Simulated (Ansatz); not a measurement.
## PtSe2: energy along a strain

PtSe2, P-3m1, a = 3.724 Å, c = 5.062 Å (as given, not relaxed at this level: 2.1 GPa, forces to 0.31 eV/Å). Ansatz: PBEsol, PAW, 420 eV, Γ-centred 12×12×10 mesh on 3 atoms, Gaussian smearing 0.15 eV; no spin polarisation. Cell vectors (Å): 3.724 0.000 0.000; -1.862 3.225 0.000; 0.000 0.000 5.062. The cell is strained by x per cent times the pattern (0 1 0 0 0 0) in the order xx yy zz yz xz xy (engineering shears), with fractional coordinates held. y is the free energy over the start, V0 = 20.265 Å³/atom.

```
x (%) y (meV/atom)
-6.00             ?
-4.50         51.55
-3.00         25.66
-1.50          8.77
 0.00          0.00
 1.50         -1.48
 3.00          3.58
 4.50         14.48
 5.25         21.92
 6.00         30.59
```

Q: Fit y = c1 x + c2 x² + c3 x³ to the other rows, get the stiffness along the pattern, and predict the missing energy.

A: Least squares on the rows shown. y = −3.3557 x + 1.6304 x² − 0.037143 x³. The clamped-ion stiffness p·C·p = 2 × 16.30 eV × 160.2 / 20.265 Å³ = 258 GPa, which is C22 in these axes (second derivative at the start, which stands under stress). At x = -6.00 the fit asked for gives 86.85 meV/atom. The run gave 87.41 meV/atom, so the fit is 0.56 meV/atom too low, 0.63 % of the span of the series, against an rms of 0.05 meV/atom on the fitted rows. The row lies outside the fitted range. With a term in x⁴ added, a fit to the same known rows predicts 87.39 meV/atom, so most of the miss is curvature that the known rows already hold.

Spin–orbit coupling is left out, which can shift energies with elements as heavy as these.

The energy is lowest at slight extension, at 1.50 % among the sampled points, so the given cell is compressed along this in-plane direction for the functional and atomic positions used. Compression costs much more than equal extension. Part of that asymmetry is simply the linear term from the initial stress, but the negative cubic coefficient shows real anharmonicity: short-range repulsion grows steeply as the atoms are pushed together, while stretched bonds soften.

The stiffness of 258 GPa reflects the covalent Pt–Se network within the layers, where Pt d and Se p states mix strongly. With fractional coordinates held, the strain must be taken up by changes in Pt–Se bond lengths and angles that the Se atoms could otherwise partly relieve by shifting, notably in their height above the Pt plane. The fully relaxed elastic constant should therefore be lower, and 258 GPa is not directly comparable with a measured one. Strain along this one in-plane axis says nothing about the much weaker resistance expected across the interlayer gap.
